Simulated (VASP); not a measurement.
# SnTe (Fm-3m) in VASP: single point with PBEsol

Aim: the single point of SnTe with PBEsol.

Program: VASP 6.6.1. These are calculated values, not measurements. Logs are shortened: lines on timing, memory, paths and dates and some standing lists are left out, and cuts for length are marked.

## (1) The structure

Symmetry: Fm-3m, No. 225, cubic system. Conventional cell: a = 6.290 Å, b = 6.290 Å, c = 6.290 Å, α = 90.00°, β = 90.00°, γ = 90.00°. Sn (site symmetry m-3m) has 6 Te at 3.14 Å as nearest neighbours. Te (site symmetry m-3m) has 6 Sn at 3.14 Å as nearest neighbours.

The cell is a database's computed one.

## (2) Single point, PBEsol, non-collinear spin, zero start, spin-orbit coupling

File INCAR:

```
SYSTEM = SnTe
ALGO = Fast
EDIFF = 1E-6
ENCUT = 520
GGA = PS
GGA_COMPAT = .False.
ISIF = 2
ISMEAR = 0
LASPH = .True.
LCHARG = .False.
LORBIT = 11
LREAL = .False.
LSORBIT = .True.
LWAVE = .False.
MAGMOM = 0 0 0 0 0 0
NELM = 60
PREC = Accurate
SIGMA = 0.1
```

File KPOINTS:

```
k-points
0
Gamma
  12 12 12
  0 0 0
```

File POSCAR:

```
SnTe
1.0
    0.0000000000      3.1449300000      3.1449300000
    3.1449300000      0.0000000000      3.1449300000
    3.1449300000      3.1449300000      0.0000000000
Sn Te
1 1
Direct
    0.0000000000      0.0000000000      0.0000000000
    0.5000000000      0.5000000000      0.5000000000
```

Potentials or basis: VASP PAW PBE potentials, release 64 (Sn_d, Te).

Command:

```
$ cat potpaw_PBE.64/Sn_d/POTCAR potpaw_PBE.64/Te/POTCAR > POTCAR
$ mpirun -np 1 vasp_ncl > vasp.out
```

OUTCAR:

```text
SYSTEM = SnTe
   EDIFF = 1E-6
   ENCUT = 520
   GGA = PS
   ISIF = 2
   ISMEAR = 0
   LASPH = .True.
   LORBIT = 11
   LREAL = .False.
   LSORBIT = .True.
   NELM = 60
   PREC = Accurate

 ion  position               nearest neighbor table
   1  0.000  0.000  0.000-   2 3.14   2 3.14   2 3.14   2 3.14   2 3.14   2 3.14
   2  0.500  0.500  0.500-   1 3.14   1 3.14   1 3.14   1 3.14   1 3.14   1 3.14

  LATTYP: Found a face centered cubic cell.
 ALAT       =     6.2898600000

  Lattice vectors:

 A1 = (   0.0000000000,   3.1449300000,   3.1449300000)
 A2 = (   3.1449300000,   0.0000000000,   3.1449300000)
 A3 = (   3.1449300000,   3.1449300000,   0.0000000000)

Analysis of symmetry for initial positions (statically):
=====================================================================
 Subroutine PRICEL returns:
 Original cell was already a primitive cell.

 Routine SETGRP: Setting up the symmetry group for a
 face centered cubic supercell.

 Subroutine GETGRP returns: Found 48 space group operations
 (whereof 48 operations were pure point group operations)
 out of a pool of 48 trial point group operations.

The static configuration has the point symmetry O_h .

Analysis of symmetry for dynamics (positions and initial velocities):
=====================================================================
 Subroutine PRICEL returns:
 Original cell was already a primitive cell.

 Routine SETGRP: Setting up the symmetry group for a
 face centered cubic supercell.

 Subroutine GETGRP returns: Found 48 space group operations
 (whereof 48 operations were pure point group operations)
 out of a pool of 48 trial point group operations.

The dynamic configuration has the point symmetry O_h .

Analysis of structural, dynamic, and magnetic symmetry:
=====================================================================
 Subroutine PRICEL returns:
 Original cell was already a primitive cell.

 Routine SETGRP: Setting up the symmetry group for a
 face centered cubic supercell.

 Subroutine GETGRP returns: Found 48 space group operations
 (whereof 48 operations were pure point group operations)
 out of a pool of 48 trial point group operations.

The overall configuration has the point symmetry O_h .

 Subroutine INISYM returns: Found 48 space group operations
 (whereof 48 operations are pure point group operations),
 and found     1 'primitive' translations

----------------------------------------------------------------------------------------

                                     Primitive cell

  volume of cell :      62.2104

  direct lattice vectors                    reciprocal lattice vectors
     0.000000000  3.144930000  3.144930000    -0.158986051  0.158986051  0.158986051
     3.144930000  0.000000000  3.144930000     0.158986051 -0.158986051  0.158986051
     3.144930000  3.144930000  0.000000000     0.158986051  0.158986051 -0.158986051

  length of vectors
     4.447602659  4.447602659  4.447602659     0.275371917  0.275371917  0.275371917

  position of ions in fractional coordinates (direct lattice)
     0.000000000  0.000000000  0.000000000
     0.500000000  0.500000000  0.500000000

  ion indices of the primitive-cell ions
   primitive index   ion index
                 1           1
                 2           2

----------------------------------------------------------------------------------------

 KPOINTS: k-points

Automatic generation of k-mesh.
 Grid dimensions read from file:
 generate k-points for:   12   12   12

 Generating k-lattice:

  Cartesian coordinates                     Fractional coordinates (reciprocal lattice)
    -0.013248838  0.013248838  0.013248838     0.083333333  0.000000000  0.000000000
     0.013248838 -0.013248838  0.013248838     0.000000000  0.083333333  0.000000000
[... 80 lines left out ...]
  Fermi-wavevector in a.u.,A,eV,Ry     =   1.121495  2.119317 17.112729  1.257750
  Thomas-Fermi vector in A             =   2.258148
   LORBIT       =     11    0 simple, 1 ext, 2 COOP (PROOUT), +10 PAW based schemes
   GGA     = PS    functional components
   LHFCALC =     F    Hartree Fock is set to
   AEXX    =    0.0000 exact exchange contribution
   IVDW    =     0    specifies the selected vdW correction
   LEPSILON=     F    determine dielectric tensor
   LRPA    =     F    only Hartree local field effects (RPA)
 RMM-DIIS sequential band-by-band and
 Gauss-broadening in eV      SIGMA  =   0.10
  energy-cutoff  :      520.00
  volume of cell :       62.21
 maximum number of plane-waves:      3400
 NGX is ok and might be reduce to    36
   NGX = 17   NGY = 17   NGZ = 17

 number of electron      19.9999998 magnetization       0.0000000      0.0000000      0.0000000

 number of electron      19.9999998 magnetization      -0.0000000     -0.0000000      0.0000000

 number of electron      19.9999998 magnetization       0.0000000      0.0000000     -0.0000000

 Free energy of the ion-electron system (eV)
  ---------------------------------------------------
  ext. energy  EPLUGINS =         0.00000000
  ---------------------------------------------------
  free energy    TOTEN  =        -8.48836095 eV

  energy without entropy =       -8.48832203  energy(sigma->0) =       -8.48834149

 E-fermi :   6.8537     XC(G=0):  -9.6766

 val. band max:        6.7109238323   @ k =   0.5000   0.0000   0.0000
 cond. band min:       7.0152951161   @ k =   0.5000   0.0000   0.0000
 fundamental gap:      0.3043712839
 Fermi energy:         6.8536875759

 k-point     1 :       0.0000    0.0000    0.0000
  band No.  band energies     occupation
      1     -15.5090      1.00000
      2     -15.5090      1.00000
      3     -15.5090      1.00000
      4     -15.5090      1.00000
      5     -14.4768      1.00000
      6     -14.4768      1.00000
[... 733 lines left out ...]
     27      13.3467      0.00000
     28      13.3501      0.00000

 [... further k-points ...]

------------------------ aborting loop because EDIFF is reached ----------------------------------------

  FORCE on cell =-STRESS in cart. coord.  units (eV):
  Direction    XX          YY          ZZ          XY          YZ          ZX
  --------------------------------------------------------------------------------------
  -------------------------------------------------------------------------------------
  Total       -0.0089554     -0.0089554     -0.0089554      0.0000000      0.0000000     -0.0000000
  in kB       -0.2306378     -0.2306378     -0.2306378      0.0000000      0.0000000     -0.0000000
  external PRESSURE =      -0.2306378 kB  Pullay stress =       0.0000000 kB

 VOLUME and BASIS-vectors are now :
 -----------------------------------------------------------------------------
  energy-cutoff  :      520.00
  volume of cell :       62.21
      direct lattice vectors                 reciprocal lattice vectors
     0.000000000  3.144930000  3.144930000    -0.158986051  0.158986051  0.158986051
     3.144930000  0.000000000  3.144930000     0.158986051 -0.158986051  0.158986051
     3.144930000  3.144930000  0.000000000     0.158986051  0.158986051 -0.158986051

 POSITION                                       TOTAL-FORCE (eV/Angst)
 -----------------------------------------------------------------------------------
      0.00000      0.00000      0.00000        -0.000000     -0.000000     -0.000000
      3.14493      3.14493      3.14493         0.000000      0.000000      0.000000
 -----------------------------------------------------------------------------------
    total drift:                               -0.000000      0.000000      0.000000

  FREE ENERGIE OF THE ION-ELECTRON SYSTEM (eV)
  ---------------------------------------------------
  free  energy   TOTEN  =        -8.4883609457 eV

  energy  without entropy=       -8.4883220342  energy(sigma->0) =       -8.48834149

 Spin-Orbit-Coupling matrix elements

 Ion:    1  E_soc:     -0.0974377
 l=   1
     0.0000000    -0.0100333    -0.0100333
    -0.0100333     0.0000000    -0.0100333
    -0.0100333    -0.0100333     0.0000000
 l=   2
     0.0000000    -0.0012295     0.0000000    -0.0012295    -0.0049768
    -0.0012295     0.0000000    -0.0037326    -0.0012295    -0.0012442
     0.0000000    -0.0037326     0.0000000    -0.0037326     0.0000000
    -0.0012295    -0.0012295    -0.0037326     0.0000000    -0.0012442
    -0.0049768    -0.0012442     0.0000000    -0.0012442     0.0000000
 l=   3
     0.0000000     0.0000000     0.0000000     0.0000000     0.0000000     0.0000000     0.0000000
     0.0000000     0.0000000     0.0000000     0.0000000     0.0000000     0.0000000     0.0000000
     0.0000000     0.0000000     0.0000000     0.0000000     0.0000000     0.0000000     0.0000000
     0.0000000     0.0000000     0.0000000     0.0000000     0.0000000     0.0000000     0.0000000
     0.0000000     0.0000000     0.0000000     0.0000000     0.0000000     0.0000000     0.0000000
     0.0000000     0.0000000     0.0000000     0.0000000     0.0000000     0.0000000     0.0000000
     0.0000000     0.0000000     0.0000000     0.0000000     0.0000000     0.0000000     0.0000000

 Ion:    2  E_soc:     -0.2053417
 l=   1
     0.0000000    -0.0342187    -0.0342187
    -0.0342187     0.0000000    -0.0342187
    -0.0342187    -0.0342187     0.0000000
 l=   2
     0.0000000    -0.0000119     0.0000000    -0.0000119     0.0000070
    -0.0000119     0.0000000     0.0000052    -0.0000119     0.0000017
     0.0000000     0.0000052     0.0000000     0.0000052     0.0000000
    -0.0000119    -0.0000119     0.0000052     0.0000000     0.0000017
     0.0000070     0.0000017     0.0000000     0.0000017     0.0000000
 l=   3
     0.0000000     0.0000000     0.0000000     0.0000000     0.0000000     0.0000000     0.0000000
     0.0000000     0.0000000     0.0000000     0.0000000     0.0000000     0.0000000     0.0000000
     0.0000000     0.0000000     0.0000000     0.0000000     0.0000000     0.0000000     0.0000000
     0.0000000     0.0000000     0.0000000     0.0000000     0.0000000     0.0000000     0.0000000
     0.0000000     0.0000000     0.0000000     0.0000000     0.0000000     0.0000000     0.0000000
     0.0000000     0.0000000     0.0000000     0.0000000     0.0000000     0.0000000     0.0000000
     0.0000000     0.0000000     0.0000000     0.0000000     0.0000000     0.0000000     0.0000000

 total charge

# of ion       s       p       d       tot
------------------------------------------
    1        1.358   0.751   9.987  12.096
    2        1.385   1.955   0.031   3.371
--------------------------------------------------
tot          2.743   2.706  10.018  15.467

 magnetization (x)

# of ion       s       p       d       tot
------------------------------------------
    1        0.000   0.000  -0.000   0.000
    2        0.000  -0.000  -0.000   0.000
--------------------------------------------------
tot          0.000   0.000  -0.000   0.000

 magnetization (y)

# of ion       s       p       d       tot
------------------------------------------
    1       -0.000  -0.000  -0.000  -0.000
    2        0.000   0.000   0.000   0.000
--------------------------------------------------
tot         -0.000  -0.000  -0.000  -0.000

 magnetization (z)

# of ion       s       p       d       tot
------------------------------------------
    1        0.000  -0.000   0.000   0.000
    2       -0.000  -0.000   0.000  -0.000
--------------------------------------------------
tot          0.000  -0.000   0.000   0.000
```

It took 5 min on 1 thread of Intel Xeon Platinum 8488C (Sapphire Rapids), shared host; peak memory 0.48 GiB.

Results:

- Free energy: -8.4884 eV
- Pressure: 0.0 GPa
- Net moment: 0.00 μB per cell
- Valence electrons inside the program's atomic spheres: Sn 12.10; Te 3.37

Moments on the atoms (μB; x, y, z):
```
Sn  0.00 0.00 0.00
Te  0.00 0.00 0.00
```

Caveat: the PAW data sets were made with another functional, which shifts forces and pressure a little.
